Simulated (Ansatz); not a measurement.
# SrO (P6_3/mmc) in Ansatz: further runs

One crystal, SrO, is run at these levels: r2SCAN; tasks: single point, equation of state.

All numbers are computed with Ansatz 0.2.0; they aren't measurements. Logs are shortened: lines on timing, memory, paths and dates and some standing lists are left out, and cuts for length are marked.

**1. The structure**

Symmetry: P6_3/mmc, No. 194, hexagonal system. Conventional cell: a = 3.553 Å, b = 3.553 Å, c = 6.217 Å, α = 90.00°, β = 90.00°, γ = 120.00°. Around Sr (site symmetry -6m2) lie 6 O at 2.57 Å. O (site symmetry -3m) has 6 Sr at 2.57 Å as nearest neighbours.

Measurements of this composition are mostly on another form, of space group No. 225.

**2. Single point, r2SCAN, 15.98 Å³/atom (volume scaled by 0.94)**

File input.yaml:

```yaml
crystal:
  lattice:
    - [3.4807516534, 0.0, 0.0]
    - [-1.7403758267, 3.0144193562, 0.0]
    - [0.0, 0.0, 6.0903846125]
  atoms:
    - { symbol: Sr, position: [0.6666666667, 0.3333333333, 0.75] }
    - { symbol: Sr, position: [0.3333333333, 0.6666666667, 0.25] }
    - { symbol: O, position: [0.0, 0.0, 0.5] }
    - { symbol: O, position: [0.0, 0.0, 0.0] }
hamiltonian:
  xc: r2scan
  pseudopotentials: { kind: paw }
kpoints:
  mp_grid: { grid: [9, 9, 5] }
scf:
  occupations: { method: fermi_dirac, width: 0.05 }
output:
  forces: true
  stress: true
  eigenvalues: true
  write_density: true
  write_potential: true
  elf: true
  volumetric_format: npy
```

Potentials or basis: Ansatz PAW.

Run with:

```sh
ansatz run input.yaml --threads 2 --pin off --max-ram 5632MiB --backend cpu --events-out ev --progress --plain --runs-dir out
```

What it wrote:

```text
Warning: RAYON_NUM_THREADS=2 ignored (pool sized by the plan → 2); use --threads N
Engine: ansatz 0.2.0, x86_64-unknown-linux-gnu
Pseudopotentials: kind: paw
Pseudopotential: Sr, paw, valence charge 10, recommended cutoff 500 eV (meta_gga), Sr.paw.azcp
Pseudopotential: O, paw, valence charge 6, recommended cutoff 500 eV (meta_gga), O.paw.azcp
Functional definition: r2SCAN
  parameter k0 = 0.174
  parameter k1 = 0.065
  parameter a1 = 4.9479
  exchange = r2scan_x(k0 = k0, k1 = k1, a1 = a1)
  correlation = r2scan_c
Crystal: 4 atoms, lattice volume = 63.903 Å³
Basis set: ecut = 500 eV, 1631 PW (Γ), exchange–correlation on 108×108×180 points (64 copies of the dense FFT grid, shifted against one another)
Bands: 20, of which v1, the nominal top of the filled ones, is band 16 counted from 1 (15 counted from 0)
Symmetry: 24 space group operations
Space group: P63/mmc (ITA 194), of the structure as read, at distance tolerance 4.0e-5 Å
k-points: 36 of 405
Non-local potential: Sr, projectors of the file, l = 0: 3, l = 1: 2, l = 2: 2
Non-local potential: O, projectors of the file, l = 0: 2, l = 1: 2, l = 2: 1
PAW form: soft (Blöchl's): semilocal exchange-correlation on the pseudo side does not see the compensation charge
PAW frozen core: Sr, regenerated for the run's functional (the file was generated under x = pbe(κ = 0.804, μ = 0.2195149727645171), c = pbe(β = 0.06672455060314922))
PAW frozen core: O, regenerated for the run's functional (the file was generated under x = pbe(κ = 0.804, μ = 0.2195149727645171), c = pbe(β = 0.06672455060314922))
PAW one-centre angular grid: Sr, 302 points (default); XC on 160 Gauss nodes
PAW one-centre angular grid: O, 302 points (default); XC on 160 Gauss nodes
Initial density: superposition of atomic densities (neutral atoms: chi_scale 0, normalization atom), corrected by the library's trained network
Initial wavefunctions: pseudopotential atomic-orbital guess
Functional: x = r2scan, c = r2scan; τ floored in thin density (d = 2e-4 eV/Å³)
SCF iter   1: F=—  HF=-8253.496546 eV  |F-HF|=—  |Δ(HF+E_count)|=         —  Δρ=1.03e-2  dr2=8.77e-2  dr2_τ=1.36e-1  ethr=1.77e-3  ⟨swp⟩=9.6  Hψ=4883  notcnv=0
preconditioner: auto → Resta (q_TF=auto, 2.431 Å⁻¹)  ε∞=3.4  [insulator: Δε(μ)=3.869 eV  Ē_g=15.866 eV  σ=0.050 eV  W_gap=1.00  n_scr=22 (ndim 8)  ℏωp=24.6 eV  f_vac=0.002  D(μ)=0.00/eV (n_scr^D=0)  ε∞_Penn≈3.4]
SCF iter   2: F=—  HF=-8253.683176 eV  |F-HF|=—  |Δ(HF+E_count)|=   1.87e-1  Δρ=5.20e-3  dr2=6.50e-3  dr2_τ=3.47e-3  ethr=2.74e-4  ⟨swp⟩=2.9  Hψ=1743  notcnv=0
SCF iter   3: F=—  HF=-8253.683168 eV  |F-HF|=—  |Δ(HF+E_count)|=   7.25e-6  Δρ=2.42e-3  dr2=2.17e-3  dr2_τ=2.12e-4  ethr=2.03e-5  ⟨swp⟩=2.0  Hψ=1224  notcnv=0
SCF iter   4: F=—  HF=-8253.682938 eV  |F-HF|=—  |Δ(HF+E_count)|=   2.30e-4  Δρ=3.82e-4  dr2=6.96e-5  dr2_τ=8.49e-6  ethr=6.79e-6  ⟨swp⟩=2.9  Hψ=1239  notcnv=0
SCF iter   5: F=—  HF=-8253.682941 eV  |F-HF|=—  |Δ(HF+E_count)|=   2.18e-6  Δρ=7.80e-5  dr2=4.78e-6  dr2_τ=3.11e-7  ethr=2.17e-7  ⟨swp⟩=2.4  Hψ=1094  notcnv=0
SCF iter   6: F=-8253.682941 eV  HF=-8253.682941 eV  |F-HF|=2.26e-8  |Δ(HF+E_count)|=   2.66e-8  Δρ=1.01e-5  dr2=5.10e-8  dr2_τ=7.70e-9  ethr=3.13e-10  ⟨swp⟩=10.8  Hψ=6628  notcnv=0
SCF 1 converged in 6 iterations: F = -8253.682941 eV  dr2 = 5.10e-8
SCF converged after 6 iterations
Free energy (F): -8253.682941 eV
Harris-Foulkes:  -8253.682941 eV  (|F-HF|=2.26e-8)
Internal energy: -8253.682941 eV  (E = F + TS)
E sigma→0 (E₀):  -8253.682941 eV
Fermi energy:    10.696631 eV
--- Per-component energies (eV) ---
  E_band       = -112.153532
  E_kinetic    = 853.331524
  E_local      = -1677.654957  (includes V_loc(G=0)·N_el)
  E_nonlocal   = 498.031213
  E_hartree    = 456.431763
  E_xc         = -479.866141
  E_vxc        = -575.218008  (∫ρ·V_xc dr)
  E_paw        = -5750.772583  (= ΣΔE_a)
  E_vpaw       = -156.320269  (= ΣTr[D̂ρ^β])
  E_aug_tail   = 0.002031  (compensation charges beyond the density's cutoff)
  E_vtau       = 32.807829  (kinetic-family band-sum trace: ∫τ·v_τ [+ j·A + Jᵃ·Aᵃ] dr)
  E_ewald      = -2152.829836
  E_core_change = -0.355955  (= ΣΔE_core)
  E_smearing   = -0.000000  (= −TS)
  E_closure    = 0.000000  (closes the sum)
  Σ components = -8253.682941   (vs F -8253.682941, Δ=0.00e0)
--- Forces (eV/Å), atoms counted from 1 ---
  atom   1  Sr     0.00000000     0.00000000     0.00000000
  atom   2  Sr     0.00000000    -0.00000000     0.00000000
  atom   3  O     -0.00000000     0.00000000     0.00000000
  atom   4  O     -0.00000000     0.00000000    -0.00000000
  max |Σ_I F_I| component: 4.63e-18 eV/Å
--- Stress (GPa, compression-positive) ---
        5.488068       0.000000       0.000000
        0.000000       5.488068       0.000000
        0.000000       0.000000       6.562555
  P = ⅓ Tr σ = 5.8462 GPa (58.462 kbar)
--- Band table (eV; the first three rows and the last of 36) ---
  k-point 0: bands = ["-24.8811", "-24.7345", "-9.1668", "-7.6903", "-5.8589", "-5.8589", "-5.8393", "-5.8035", "-5.8035", "-4.4730", "6.1052", "7.8008", "7.8008", "8.0306", "8.0306", "8.9276", "12.9668", "14.5273", "14.7115", "15.8602"]
  k-point 1: bands = ["-24.8674", "-24.7488", "-9.0609", "-7.9013", "-5.8535", "-5.8535", "-5.8087", "-5.8087", "-5.6437", "-4.5738", "6.3115", "7.8131", "7.8131", "7.9983", "7.9983", "8.5378", "13.3282", "14.5546", "14.8914", "16.0628"]
  k-point 2: bands = ["-24.8312", "-24.7859", "-8.7636", "-8.3369", "-5.8396", "-5.8396", "-5.8225", "-5.8225", "-5.2441", "-4.8520", "6.8883", "7.7104", "7.8544", "7.8544", "7.9247", "7.9247", "14.0918", "14.5297", "15.3563", "16.3914"]
  k-point 35: bands = ["-24.6410", "-24.6410", "-8.7239", "-8.3178", "-6.7455", "-6.7455", "-5.9855", "-5.9855", "-5.6283", "-5.1441", "6.6704", "6.6704", "7.6078", "7.8810", "8.2411", "8.2411", "14.5516", "14.5516", "16.5795", "16.5795"]
```

Run time: 5.2 s. Hardware: 2 threads of Intel Xeon at 2.70GHz, shared host; peak memory 0.51 GiB.

What came out:

| Item | Value |
| --- | --- |
| Free energy | -8253.6829 eV |
| Pressure | 5.8 GPa |
| Band gap on the k mesh | 3.58 eV, indirect (least direct gap 3.84 eV) |

Caveat: odd divisions of the mesh miss points on the zone boundary, where band edges often lie, so the gap on the mesh can be too wide; the PAW data sets come from PBE, with cores solved anew for the run's functional, which leaves a small shift of forces and pressure.

**3. Single point, r2SCAN, 16.32 Å³/atom (volume scaled by 0.96)**

Edit input.yaml of step 2 so:

```diff
@@ -2,5 +2,5 @@
   lattice:
-    - [3.4807516534, 0.0, 0.0]
-    - [-1.7403758267, 3.0144193562, 0.0]
-    - [0.0, 0.0, 6.0903846125]
+    - [3.5052647967, 0.0, 0.0]
+    - [-1.7526323983, 3.0356483609, 0.0]
+    - [0.0, 0.0, 6.1332760581]
   atoms:
@@ -21,5 +21 @@
   eigenvalues: true
-  write_density: true
-  write_potential: true
-  elf: true
-  volumetric_format: npy
```

Potentials or basis: Ansatz PAW.

Run with:

```sh
ansatz run input.yaml --threads 2 --pin off --max-ram 5632MiB --backend cpu --events-out ev --progress --plain --runs-dir out
```

Run time: 3.9 s. Hardware: 2 threads of Intel Xeon at 2.70GHz, shared host; peak memory 0.52 GiB.

Results (log left out):

```yaml
Free_energy: -8253.7225 eV
Pressure: 3.5 GPa
Band_gap_on_the_k_mesh: 3.58 eV, indirect (least direct gap 3.83 eV)
```

Caveat: odd divisions of the mesh miss points on the zone boundary, where band edges often lie, so the gap on the mesh can be too wide; the PAW data sets come from PBE, with cores solved anew for the run's functional, which leaves a small shift of forces and pressure.

**4. Single point, r2SCAN, 16.66 Å³/atom (volume scaled by 0.98)**

Edit input.yaml of step 3 so:

```diff
@@ -2,5 +2,5 @@
   lattice:
-    - [3.5052647967, 0.0, 0.0]
-    - [-1.7526323983, 3.0356483609, 0.0]
-    - [0.0, 0.0, 6.1332760581]
+    - [3.5294398006, 0.0, 0.0]
+    - [-1.7647199003, 3.0565845284, 0.0]
+    - [0.0, 0.0, 6.1755758504]
   atoms:
```

Run with:

```sh
ansatz run input.yaml --threads 2 --pin off --max-ram 5632MiB --backend cpu --events-out ev --progress --plain --runs-dir out
```

Wall time 4.2 s (2 threads of Intel Xeon at 2.70GHz, shared host); peak memory 0.53 GiB.

Results (log left out):

- Free energy: -8253.7434 eV
- Pressure: 1.4 GPa
- Band gap on the k mesh: 3.57 eV, indirect (least direct gap 3.78 eV)

Caveat: odd divisions of the mesh miss points on the zone boundary, where band edges often lie, so the gap on the mesh can be too wide; the PAW data sets come from PBE, with cores solved anew for the run's functional, which leaves a small shift of forces and pressure.

**5. Single point, r2SCAN, 17.00 Å³/atom**

Edit input.yaml of step 4 so:

```diff
@@ -2,5 +2,5 @@
   lattice:
-    - [3.5294398006, 0.0, 0.0]
-    - [-1.7647199003, 3.0565845284, 0.0]
-    - [0.0, 0.0, 6.1755758504]
+    - [3.5532880902, 0.0, 0.0]
+    - [-1.7766440451, 3.0772377531, 0.0]
+    - [0.0, 0.0, 6.21730398]
   atoms:
```

Run with:

```sh
ansatz run input.yaml --threads 2 --pin off --max-ram 5632MiB --backend cpu --events-out ev --progress --plain --runs-dir out
```

Wall time 5 s (2 threads of Intel Xeon at 2.70GHz, shared host); peak memory 0.53 GiB.

The run converged. Its results:

| Property | Result |
| --- | --- |
| Free energy | -8253.7476 eV |
| Pressure | -0.4 GPa |
| Band gap on the k mesh | 3.56 eV, indirect (least direct gap 3.66 eV) |

Caveat: odd divisions of the mesh miss points on the zone boundary, where band edges often lie, so the gap on the mesh can be too wide; the PAW data sets come from PBE, with cores solved anew for the run's functional, which leaves a small shift of forces and pressure.

**6. Single point, r2SCAN, 17.34 Å³/atom (volume scaled by 1.02)**

Edit input.yaml of step 5 so:

```diff
@@ -2,5 +2,5 @@
   lattice:
-    - [3.5532880902, 0.0, 0.0]
-    - [-1.7766440451, 3.0772377531, 0.0]
-    - [0.0, 0.0, 6.21730398]
+    - [3.5768204852, 0.0, 0.0]
+    - [-1.7884102426, 3.097617405, 0.0]
+    - [0.0, 0.0, 6.2584793785]
   atoms:
```

Potentials or basis: Ansatz PAW.

Run with:

```sh
ansatz run input.yaml --threads 2 --pin off --max-ram 5632MiB --backend cpu --events-out ev --progress --plain --runs-dir out
```

Wall time 5.5 s (2 threads of Intel Xeon at 2.70GHz, shared host); peak memory 0.53 GiB.

The run converged. Its results:

- Free energy: -8253.7366 eV
- Pressure: -2.1 GPa
- Band gap on the k mesh: 3.54 eV, direct

Caveat: odd divisions of the mesh miss points on the zone boundary, where band edges often lie, so the gap on the mesh can be too wide; the PAW data sets come from PBE, with cores solved anew for the run's functional, which leaves a small shift of forces and pressure.

**7. Single point, r2SCAN, 17.68 Å³/atom (volume scaled by 1.04)**

Edit input.yaml of step 6 so:

```diff
@@ -2,5 +2,5 @@
   lattice:
-    - [3.5768204852, 0.0, 0.0]
-    - [-1.7884102426, 3.097617405, 0.0]
-    - [0.0, 0.0, 6.2584793785]
+    - [3.6000472431, 0.0, 0.0]
+    - [-1.8000236215, 3.1177323673, 0.0]
+    - [0.0, 0.0, 6.2991199937]
   atoms:
```

Run with:

```sh
ansatz run input.yaml --threads 2 --pin off --max-ram 5632MiB --backend cpu --events-out ev --progress --plain --runs-dir out
```

Run time: 5.4 s. Hardware: 2 threads of Intel Xeon at 2.70GHz, shared host; peak memory 0.53 GiB.

The run converged. Its results:

* Free energy: -8253.7121 eV
* Pressure: -3.6 GPa
* Band gap on the k mesh: 3.43 eV, direct

Caveat: odd divisions of the mesh miss points on the zone boundary, where band edges often lie, so the gap on the mesh can be too wide; the PAW data sets come from PBE, with cores solved anew for the run's functional, which leaves a small shift of forces and pressure.

**8. Single point, r2SCAN, 18.02 Å³/atom (volume scaled by 1.06)**

Edit input.yaml of step 7 so:

```diff
@@ -2,5 +2,5 @@
   lattice:
-    - [3.6000472431, 0.0, 0.0]
-    - [-1.8000236215, 3.1177323673, 0.0]
-    - [0.0, 0.0, 6.2991199937]
+    - [3.6229780985, 0.0, 0.0]
+    - [-1.8114890493, 3.1375910707, 0.0]
+    - [0.0, 0.0, 6.3392428589]
   atoms:
```

Run with:

```sh
ansatz run input.yaml --threads 2 --pin off --max-ram 5632MiB --backend cpu --events-out ev --progress --plain --runs-dir out
```

Run time: 5.3 s. Hardware: 2 threads of Intel Xeon at 2.70GHz, shared host; peak memory 0.54 GiB.

The run converged. Its results:

* Free energy: -8253.6755 eV
* Pressure: -5.0 GPa
* Band gap on the k mesh: 3.32 eV, direct

Caveat: odd divisions of the mesh miss points on the zone boundary, where band edges often lie, so the gap on the mesh can be too wide; the PAW data sets come from PBE, with cores solved anew for the run's functional, which leaves a small shift of forces and pressure.

**9. Equation of state, r2SCAN**

Potentials or basis: Ansatz PAW.

This step only gathers the single runs of the series.

What came out:

* Equilibrium volume: 16.91 Å³/atom
* Bulk modulus at fixed shape and positions: 91 GPa
* Pressure derivative of the bulk modulus: 4.3

Energy against volume, from the lowest point:
| volume (Å³/atom) | energy (meV/atom) |
| --- | --- |
| 15.976 | 16.15 |
| 16.316 | 6.26 |
| 16.656 | 1.03 |
| 16.995 | 0.00 |
| 17.335 | 2.74 |
| 17.675 | 8.86 |
| 18.015 | 18.02 |

Caveat: the cell was scaled at fixed shape and fractional positions, which overstates the stiffness of a crystal with free parameters, most of all of layers and chains; the PAW data sets were made with another functional, which shifts forces and pressure a little.
